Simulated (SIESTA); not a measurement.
The system is MgO.

```
Mg O
1.0
     0.00000    2.09700    2.09700
     2.09700    0.00000    2.09700
     2.09700    2.09700    0.00000
Mg O
1 1
Direct
  0.00000 0.00000 0.00000
  0.50000 0.50000 0.50000
```

The cell is a database's computed one.

Base run:

- Program: SIESTA 5.4.2
- Functional: PBE
- Potentials or basis: SPMS 1.0 (PBE files) or PseudoDojo by element
- Basis: DZP (energy shift 0.003 Ry; two zetas on semicore shells)
- Grid cutoff: 800 Ry
- Energy shift: 0.003 Ry
- k mesh: 11 × 11 × 11
- Occupations: fermi-dirac, width 0.05 eV
- Spin: no spin polarisation

Its results: band gap on the k mesh 4.76 eV, direct; pressure 9.7 GPa.

Question: After a change of settings the same cell gave: band gap on the k mesh 4.75 eV, direct; pressure 10.9 GPa. Which change was it?
A. potentials or basis from SPMS 1.0 (PBE files) or PseudoDojo by element to Ansatz (PBE files)
B. potentials or basis from SPMS 1.0 (PBE files) or PseudoDojo by element to PseudoDojo 0.4 stringent (PBE files)
C. functional from PBE to AM05; potentials or basis from SPMS 1.0 (PBE files) or PseudoDojo by element to PseudoDojo 0.4 standard (PBEsol files)

Answer: B.

Caveats: the basis of atomic orbitals isn't converged, which shifts pressures, moduli and gaps.
